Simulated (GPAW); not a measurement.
Runs of GPAW 26.7.0 on TePb. Symmetry: Fm-3m, No. 225, cubic system. Conventional cell: a = 6.462 Å, b = 6.462 Å, c = 6.462 Å, α = 90.00°, β = 90.00°, γ = 90.00°. Pb (site symmetry m-3m) has 6 Te at 3.23 Å as nearest neighbours. Around Te (site symmetry m-3m) lie 6 Pb at 3.23 Å. 

```csv
task,level,potentials or basis,k mesh,cutoff (eV),smearing,maxiter,convergence,response ecut,response k mesh,response bands,mesh quality,gap on the mesh (eV),pressure (GPa)
single point,PBE,"GPAW PAW data sets (gpaw-data 1.2.1), pw",6 × 6 × 6,450,fermi-dirac 0.05 eV,120,default,-,-,-,not flagged,0.69,(a)
dielectric tensor,PBEsol,"PAW data sets generated in the run's folder for this functional, pw",6 × 6 × 6,450,fermi-dirac 0.001 eV,150,-,80 eV,18 × 18 × 18,30,not flagged,0.63,-
dielectric tensor,PBE,"GPAW PAW data sets (gpaw-data 1.2.1), pw",6 × 6 × 6,450,fermi-dirac 0.001 eV,150,-,80 eV,18 × 18 × 18,30,not flagged,0.69,-
single point,LDA,"the program's PAW data sets (release 1.2.1) made for this functional, pw",6 × 6 × 6,500,fermi-dirac 0.05 eV,120,default,-,-,-,not flagged,(b),-2.2
dielectric tensor,RPBE,"the program's PAW data sets (release 1.2.1) made for this functional, pw",6 × 6 × 6,450,fermi-dirac 0.001 eV,150,-,80 eV,18 × 18 × 18,30,not flagged,0.75,-
```

Alike in all rows: no spin polarisation; cell as given.

Question: Fill in the values left out.

Answer: (a) 1.4; (b) 0.62.

Caveats: spin-orbit coupling is left out, which as a rule narrows the gap of such compounds by several tenths of an eV; the long-wavelength limit can be off by a per cent or two (some runs); the cutoff is short for stress and forces, so pressures can be off by a GPa or more (some runs); the gap is small at this level, which inflates the dielectric constant (some runs).

A k mesh can miss the band edges, and the runs leave out spin-orbit coupling on Pb, Te.
